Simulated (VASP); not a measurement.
# AlP (F-43m) in VASP: notebook, part 2 of 2

VASP 6.6.1. The steps go on from the part before.

## (3) Single point, LDA

This run uses another cell than the first one, of 19.17 Å³/atom, 1.029 times its volume.

Contents of INCAR:

```
  PREC = Accurate
  ENCUT = 500
  EDIFF = 1E-6
  ISMEAR = 0
  SIGMA = 0.01
  LREAL = False
  LASPH = True
  NELM = 120
  ALGO = Normal
  ISIF = 2
  LWAVE = False
  LCHARG = False
  NBANDS = 11
  GGA_COMPAT = False
```

Contents of KPOINTS:

```
regular mesh
0
Gamma
  6 6 6
```

Contents of POSCAR:

```
AlP
1.0
    0.0000000000      2.6761588068      2.6761588068
    2.6761588068      0.0000000000      2.6761588068
    2.6761588068      2.6761588068      0.0000000000
Al P
1 1
Direct
    0.0000000000      0.0000000000      0.0000000000
    0.2500000000      0.2500000000      0.2500000000
```

Potentials or basis: VASP PAW LDA potentials, release 64 (Al, P).

The run is started by

```
cat potpaw_LDA.64/Al/POTCAR potpaw_LDA.64/P/POTCAR > POTCAR
mpirun -np 1 vasp_std > vasp.out
```

OUTCAR:

```text
PREC = Accurate
   ENCUT = 500
   EDIFF = 1E-6
   ISMEAR = 0
   LREAL = False
   LASPH = True
   NELM = 120
   ISIF = 2

 ion  position               nearest neighbor table
   1  0.000  0.000  0.000-   2 2.32   2 2.32   2 2.32   2 2.32
   2  0.250  0.250  0.250-   1 2.32   1 2.32   1 2.32   1 2.32

  LATTYP: Found a face centered cubic cell.
 ALAT       =     5.3523176136

  Lattice vectors:

 A1 = (   0.0000000000,   2.6761588068,   2.6761588068)
 A2 = (   2.6761588068,   0.0000000000,   2.6761588068)
 A3 = (   2.6761588068,   2.6761588068,   0.0000000000)

Analysis of symmetry for initial positions (statically):
=====================================================================
 Subroutine PRICEL returns:
 Original cell was already a primitive cell.

 Routine SETGRP: Setting up the symmetry group for a
 face centered cubic supercell.

 Subroutine GETGRP returns: Found 24 space group operations
 (whereof 24 operations were pure point group operations)
 out of a pool of 48 trial point group operations.

The static configuration has the point symmetry T_d .

Analysis of symmetry for dynamics (positions and initial velocities):
=====================================================================
 Subroutine PRICEL returns:
 Original cell was already a primitive cell.

 Routine SETGRP: Setting up the symmetry group for a
 face centered cubic supercell.

 Subroutine GETGRP returns: Found 24 space group operations
 (whereof 24 operations were pure point group operations)
 out of a pool of 48 trial point group operations.

The dynamic configuration has the point symmetry T_d .

 Subroutine INISYM returns: Found 24 space group operations
 (whereof 24 operations are pure point group operations),
 and found     1 'primitive' translations

----------------------------------------------------------------------------------------

                                     Primitive cell

  volume of cell :      38.3324

  direct lattice vectors                    reciprocal lattice vectors
     0.000000000  2.676158807  2.676158807    -0.186834951  0.186834951  0.186834951
     2.676158807  0.000000000  2.676158807     0.186834951 -0.186834951  0.186834951
     2.676158807  2.676158807  0.000000000     0.186834951  0.186834951 -0.186834951

  length of vectors
     3.784660080  3.784660080  3.784660080     0.323607628  0.323607628  0.323607628

  position of ions in fractional coordinates (direct lattice)
     0.000000000  0.000000000  0.000000000
     0.250000000  0.250000000  0.250000000

  ion indices of the primitive-cell ions
   primitive index   ion index
                 1           1
                 2           2

----------------------------------------------------------------------------------------

 KPOINTS: regular mesh

Automatic generation of k-mesh.
 Grid dimensions read from file:
 generate k-points for:    6    6    6

 Generating k-lattice:

  Cartesian coordinates                     Fractional coordinates (reciprocal lattice)
    -0.031139159  0.031139159  0.031139159     0.166666667  0.000000000  0.000000000
     0.031139159 -0.031139159  0.031139159     0.000000000  0.166666667  0.000000000
     0.031139159  0.031139159 -0.031139159     0.000000000  0.000000000  0.166666667

  Length of vectors
     0.053934605  0.053934605  0.053934605

  Shift w.r.t. Gamma in fractional coordinates (k-lattice)
     0.000000000  0.000000000  0.000000000

 Subroutine IBZKPT returns following result:
 ===========================================

 Found     16 irreducible k-points:

 Following reciprocal coordinates:
            Coordinates               Weight
  0.000000  0.000000  0.000000      1.000000
  0.166667  0.000000  0.000000      8.000000
  0.333333  0.000000  0.000000      8.000000
  0.500000  0.000000  0.000000      4.000000
  0.166667  0.166667  0.000000      6.000000
  0.333333  0.166667  0.000000     24.000000
[... 8 lines left out ...]
 -0.333333  0.333333  0.166667     24.000000
 -0.333333  0.500000  0.166667     12.000000
   k-points           NKPTS =     16   k-points in BZ     NKDIM =     16   number of bands    NBANDS=     11
   number of dos      NEDOS =    301   number of ions     NIONS =      2
   total plane-waves  NPLWV =  21952
   dimension x,y,z NGX =    28 NGY =   28 NGZ =   28
   dimension x,y,z NGXF=    56 NGYF=   56 NGZF=   56
   ions per type =               1   1
   NGX,Y,Z   is equivalent  to a cutoff of  12.30, 12.30, 12.30 a.u.
   NGXF,Y,Z  is equivalent  to a cutoff of  24.60, 24.60, 24.60 a.u.
 SYSTEM =  unknown system
   PREC   = accura    normal or accurate (medium, high low for compatibility)
   ISTART =      0    job   : 0-new  1-cont  2-samecut
   ICHARG =      2    charge: 1-file 2-atom 10-const
   ISPIN  =      1    spin polarized calculation?
   LNONCOLLINEAR =      F non collinear calculations
   LSORBIT =      F    spin-orbit coupling
   LASPH  =      T    aspherical Exc in radial PAW
   ENCUT  =  500.0 eV  36.75 Ry    6.06 a.u.   6.90  6.90  6.90*2*pi/ulx,y,z
   NELM   =    120;   NELMIN=  2; NELMDL= -5     # of ELM steps
   EDIFF  = 0.1E-05   stopping-criterion for ELM
   LREAL  =      F    real-space projection
   EDIFFG = 0.1E-04   stopping-criterion for IOM
   NSW    =      0    number of steps for IOM
   IBRION =     -1    ionic relax: 0-MD 1-quasi-New 2-CG
   NFREE  =      0    steps in history (QN), initial steepest desc. (CG)
   ISIF   =      2    stress and relaxation
   ISYM   =      2    0-nonsym 1-usesym 2-fastsym
   POTIM  = 0.5000    time-step for ionic-motion
   TEBEG  =    0.0;   TEEND  =   0.0 temperature during run
   PSTRESS=    0.0 pullay stress
   NELECT =       8.0000    total number of electrons
   NUPDOWN=      -1.0000    fix difference up-down
   EMIN   =  10.00;   EMAX   =-10.00  energy-range for DOS
   EFERMI =   0.00;   METHOD = LEGACY
   ISMEAR =     0;   SIGMA  =   0.01  broadening in eV -4-tet -1-fermi 0-gaus
   EFERMI_NEDOS =   21; number of points for ismear=-14 and -15
   IALGO  =     38    algorithm
   IMIX   =      4    mixing-type and parameters
     AMIX     =   0.40;   BMIX     =  1.00
     AMIX_MAG =   1.60;   BMIX_MAG =  1.00
  volume/ion in A,a.u.               =      19.17       129.34
  Fermi-wavevector in a.u.,A,eV,Ry     =   0.971068  1.835052 12.829926  0.942973
  Thomas-Fermi vector in A             =   2.101255
   LORBIT       =      0    0 simple, 1 ext, 2 COOP (PROOUT), +10 PAW based schemes
   GGA     = CA    functional components
   LHFCALC =     F    Hartree Fock is set to
   AEXX    =    0.0000 exact exchange contribution
   IVDW    =     0    specifies the selected vdW correction
   LEPSILON=     F    determine dielectric tensor
   LRPA    =     F    only Hartree local field effects (RPA)
 non-spin polarized calculation
 Gauss-broadening in eV      SIGMA  =   0.01
  energy-cutoff  :      500.00
  volume of cell :       38.33
 maximum number of plane-waves:       983
   NGX = 13   NGY = 13   NGZ = 13

 number of electron       7.9999999 magnetization

 Free energy of the ion-electron system (eV)
  ---------------------------------------------------
  ext. energy  EPLUGINS =         0.00000000
  ---------------------------------------------------
  free energy    TOTEN  =       -11.37821439 eV

  energy without entropy =      -11.37821439  energy(sigma->0) =      -11.37821439

 E-fermi :   5.0647     XC(G=0):  -9.6754

 val. band max:        5.0207651178   @ k =   0.0000   0.0000   0.0000
 cond. band min:       6.3377977697   @ k =   0.5000   0.5000   0.0000
 fundamental gap:      1.3170326518
 Fermi energy:         5.0647299586

 k-point     1 :       0.0000    0.0000    0.0000
  band No.  band energies     occupation
      1      -6.8384      2.00000
      2       5.0208      2.00000
      3       5.0208      2.00000
      4       5.0208      2.00000
      5       8.6536      0.00000
      6       9.5709      0.00000
      7       9.5709      0.00000
      8       9.5709      0.00000
      9      13.8960      0.00000
     10      13.8960      0.00000
     11      15.4355      0.00000
[... 197 lines left out ...]
 k-point    16 :      -0.3333    0.5000    0.1667
  band No.  band energies     occupation
      1      -4.2076      2.00000
      2      -0.2406      2.00000
      3       1.8739      2.00000
      4       2.1266      2.00000
      5       8.2021      0.00000
      6       9.2948      0.00000
      7      12.7920      0.00000
      8      13.1744      0.00000
      9      16.5583      0.00000
     10      17.2577      0.00000
     11      18.6158      0.00000

------------------------ aborting loop because EDIFF is reached ----------------------------------------

  FORCE on cell =-STRESS in cart. coord.  units (eV):
  Direction    XX          YY          ZZ          XY          YZ          ZX
  --------------------------------------------------------------------------------------
  -------------------------------------------------------------------------------------
  Total        1.1024711      1.1024711      1.1024711      0.0000000      0.0000000      0.0000000
  in kB       46.0799666     46.0799666     46.0799666      0.0000000      0.0000000      0.0000000
  external PRESSURE =      46.0799666 kB  Pullay stress =       0.0000000 kB

 VOLUME and BASIS-vectors are now :
 -----------------------------------------------------------------------------
  energy-cutoff  :      500.00
  volume of cell :       38.33
      direct lattice vectors                 reciprocal lattice vectors
     0.000000000  2.676158807  2.676158807    -0.186834951  0.186834951  0.186834951
     2.676158807  0.000000000  2.676158807     0.186834951 -0.186834951  0.186834951
     2.676158807  2.676158807  0.000000000     0.186834951  0.186834951 -0.186834951

 POSITION                                       TOTAL-FORCE (eV/Angst)
 -----------------------------------------------------------------------------------
      0.00000      0.00000      0.00000         0.000000      0.000000     -0.000000
      1.33808      1.33808      1.33808        -0.000000     -0.000000      0.000000
 -----------------------------------------------------------------------------------
    total drift:                                0.000000      0.000000      0.000000

  FREE ENERGIE OF THE ION-ELECTRON SYSTEM (eV)
  ---------------------------------------------------
  free  energy   TOTEN  =       -11.3782143858 eV

  energy  without entropy=      -11.3782143858  energy(sigma->0) =      -11.37821439
```

stdout:

```text
POSCAR found type information on POSCAR AlP
 POSCAR found :  2 types and       2 ions
 scaLAPACK will be used
 LDA part: xc-table for (Slater(with rela. corr.)+CA(PZ))
 , standard interpolation
 POSCAR, INCAR and KPOINTS ok, starting setup
 FFT: planning ... GRIDC
 FFT: planning ... GRID_SOFT
 FFT: planning ... GRID
 WAVECAR not read
 entering main loop
```

Run time: 2.6 s. Hardware: 1 thread of Intel Xeon 6975P-C (Granite Rapids), shared host; peak memory 0.13 GiB.

Results:

| Quantity | Value |
| --- | --- |
| Free energy | -11.3782 eV |
| Pressure | 4.6 GPa |
| Band gap on the k mesh | 1.32 eV, indirect (least direct gap 3.56 eV) |

A k mesh can miss the band edges. Expect the measured gap to be larger: semilocal functionals such as LDA lack the derivative discontinuity.

## (4) Single point, LDA

This run uses another cell than the first one, of 19.71 Å³/atom, 1.058 times its volume.

Contents of INCAR:

```
SYSTEM = AlP
PREC = Accurate ; ENCUT = 500
EDIFF = 1E-6 ; ISMEAR = 0
SIGMA = 0.01 ; LREAL = .False.
LASPH = .True. ; NELM = 120
ALGO = Normal ; ISIF = 2
LWAVE = .False. ; LCHARG = .True.
LELF = .True. ; LVHAR = .True.
NBANDS = 11 ; GGA_COMPAT = .False.
```

Contents of KPOINTS:

```
Automatic mesh
0
Gamma
  6 6 6
  0 0 0
```

Contents of POSCAR:

```
AlP
1.0
    0.0000000000      2.7010547370      2.7010547370
    2.7010547370      0.0000000000      2.7010547370
    2.7010547370      2.7010547370      0.0000000000
Al P
1 1
Direct
    0.0000000000      0.0000000000      0.0000000000
    0.2500000000      0.2500000000      0.2500000000
```

Potentials or basis: VASP PAW LDA potentials, release 64 (Al, P).

The run is started by

```
cat potpaw_LDA.64/Al/POTCAR potpaw_LDA.64/P/POTCAR > POTCAR
mpirun -np 1 vasp_std > vasp.out
```

OUTCAR:

```text
SYSTEM = AlP
   PREC = Accurate
   ENCUT = 500
   EDIFF = 1E-6
   ISMEAR = 0
   LREAL = .False.
   LASPH = .True.
   NELM = 120
   ISIF = 2

 ion  position               nearest neighbor table
   1  0.000  0.000  0.000-   2 2.34   2 2.34   2 2.34   2 2.34
   2  0.250  0.250  0.250-   1 2.34   1 2.34   1 2.34   1 2.34

  LATTYP: Found a face centered cubic cell.
 ALAT       =     5.4021094740

  Lattice vectors:

 A1 = (   0.0000000000,   2.7010547370,   2.7010547370)
 A2 = (   2.7010547370,   0.0000000000,   2.7010547370)
 A3 = (   2.7010547370,   2.7010547370,   0.0000000000)

[... 397 lines left out ...]

  FORCE on cell =-STRESS in cart. coord.  units (eV):
  Direction    XX          YY          ZZ          XY          YZ          ZX
  --------------------------------------------------------------------------------------
  -------------------------------------------------------------------------------------
  Total        0.4298737      0.4298737      0.4298737     -0.0000000      0.0000000     -0.0000000
  in kB       17.4751655     17.4751655     17.4751655     -0.0000000      0.0000000     -0.0000000
  external PRESSURE =      17.4751655 kB  Pullay stress =       0.0000000 kB

 VOLUME and BASIS-vectors are now :
 -----------------------------------------------------------------------------
  energy-cutoff  :      500.00
  volume of cell :       39.41
      direct lattice vectors                 reciprocal lattice vectors
     0.000000000  2.701054737  2.701054737    -0.185112872  0.185112872  0.185112872
     2.701054737  0.000000000  2.701054737     0.185112872 -0.185112872  0.185112872
     2.701054737  2.701054737  0.000000000     0.185112872  0.185112872 -0.185112872

 POSITION                                       TOTAL-FORCE (eV/Angst)
 -----------------------------------------------------------------------------------
      0.00000      0.00000      0.00000         0.000000      0.000000      0.000000
      1.35053      1.35053      1.35053        -0.000000     -0.000000     -0.000000
 -----------------------------------------------------------------------------------
    total drift:                                0.000000      0.000000     -0.000000

  FREE ENERGIE OF THE ION-ELECTRON SYSTEM (eV)
  ---------------------------------------------------
  free  energy   TOTEN  =       -11.3995535392 eV

  energy  without entropy=      -11.3995535392  energy(sigma->0) =      -11.39955354
```

stdout:

```text
POSCAR found type information on POSCAR AlP
 POSCAR found :  2 types and       2 ions
 scaLAPACK will be used
 LDA part: xc-table for (Slater(with rela. corr.)+CA(PZ))
 , standard interpolation
 POSCAR, INCAR and KPOINTS ok, starting setup
 FFT: planning ... GRIDC
 FFT: planning ... GRID_SOFT
 FFT: planning ... GRID
 WAVECAR not read
 entering main loop
```

Wall time 2.9 s (1 thread of Intel Xeon 6975P-C (Granite Rapids), shared host); peak memory 0.13 GiB.

What came out:

- Free energy: -11.3996 eV
- Pressure: 1.7 GPa
- Band gap on the k mesh: 1.37 eV, indirect (least direct gap 3.39 eV)

Levels at points of the mesh, in eV from the valence-band top:
| k point | band 1 | band 2 | band 3 | band 4 | band 5 | band 6 | band 7 | band 8 | band 9 |
| --- | --- | --- | --- | --- | --- | --- | --- | --- | --- |
| (0.00, 0.00, 0.00) | -11.69 | 0.00 | 0.00 | 0.00 | 3.39 | 4.51 | 4.51 | 4.51 | 8.85 |
| (0.50, 0.00, 0.00) | -9.91 | -5.73 | -0.79 | -0.79 | 2.78 | 4.74 | 4.74 | 8.15 | 11.60 |
| (0.50, 0.50, 0.00) | -9.21 | -5.47 | -2.19 | -2.19 | 1.37 | 2.32 | 11.16 | 11.16 | 12.18 |

## (5) Single point, LDA

This run uses another cell than the first one, of 20.25 Å³/atom, 1.087 times its volume.

Contents of INCAR:

```
SYSTEM = AlP
ALGO = Normal ; EDIFF = 1E-6
ENCUT = 500 ; GGA = CA
GGA_COMPAT = .False. ; ISIF = 2
ISMEAR = 0 ; LASPH = .True.
LCHARG = .True. ; LELF = .True.
LREAL = .False. ; LVHAR = .True.
LWAVE = .False. ; NBANDS = 11
NELM = 120 ; PREC = Accurate
SIGMA = 0.01
```

Contents of KPOINTS:

```
k-points
0
Gamma
  6 6 6
  0 0 0
```

Contents of POSCAR:

```
AlP
1.0
    0.0000000000      2.7255000000      2.7255000000
    2.7255000000      0.0000000000      2.7255000000
    2.7255000000      2.7255000000      0.0000000000
Al P
1 1
Direct
    0.0000000000      0.0000000000      0.0000000000
    0.2500000000      0.2500000000      0.2500000000
```

The run is started by

```
cat potpaw_LDA.64/Al/POTCAR potpaw_LDA.64/P/POTCAR > POTCAR
mpirun -np 1 vasp_std > vasp.out
```

Wall time 2.8 s (1 thread of Intel Xeon 6975P-C (Granite Rapids), shared host); peak memory 0.13 GiB.

The run converged. Its results:

* Free energy: -11.4029 eV
* Pressure: -0.7 GPa
* Band gap on the k mesh: 1.43 eV, indirect (least direct gap 3.16 eV)

Levels at points of the mesh, in eV from the valence-band top:
| k point | band 1 | band 2 | band 3 | band 4 | band 5 | band 6 | band 7 | band 8 |
| --- | --- | --- | --- | --- | --- | --- | --- | --- |
| (0.00, 0.00, 0.00) | -11.53 | 0.00 | 0.00 | 0.00 | 3.16 | 4.48 | 4.48 | 4.48 |
| (0.50, 0.00, 0.00) | -9.82 | -5.61 | -0.77 | -0.77 | 2.68 | 4.73 | 4.73 | 8.08 |
| (0.50, 0.50, 0.00) | -9.15 | -5.37 | -2.13 | -2.13 | 1.43 | 2.33 | 10.93 | 10.93 |

## (6) The runs side by side

| cell | gap on the mesh (eV) | pressure (GPa) |
| --- | --- | --- |
| a = 3.749 Å, angles 60.0°, 2 atoms | 1.25 | 7.9 |
| a = 3.785 Å, angles 60.0°, 2 atoms | 1.32 | 4.6 |
| a = 3.820 Å, angles 60.0°, 2 atoms | 1.37 | 1.7 |
| a = 3.854 Å, angles 60.0°, 2 atoms | 1.43 | -0.7 |

Alike in all rows: task single point; level LDA; potentials or basis VASP PAW LDA potentials, release 64 (Al, P); no spin polarisation; k mesh 6 × 6 × 6; cutoff (eV) 500; smearing gaussian 0.01 eV.

Absolute energies hang on the potentials; compare differences alone.

## (7) Comparison with measurements

Step 4. Measured gap of AlP: 2.505 eV (indirect; 4.2 K; a printed reference work, data compilation). This calculation gives 1.37 eV (-1.13 eV). The value is that of LDA on a finite k mesh, which can miss the band edges, without temperature or zero-point motion. Semilocal functionals fall short of measured gaps as a rule.

Step 5. Against the measured gap of AlP, 2.505 eV (indirect; 4.2 K; a printed reference work, data compilation), the calculated 1.43 eV is off by -1.08 eV. The value is that of LDA on a finite k mesh, which can miss the band edges, without temperature or zero-point motion. Semilocal functionals fall short of measured gaps as a rule.
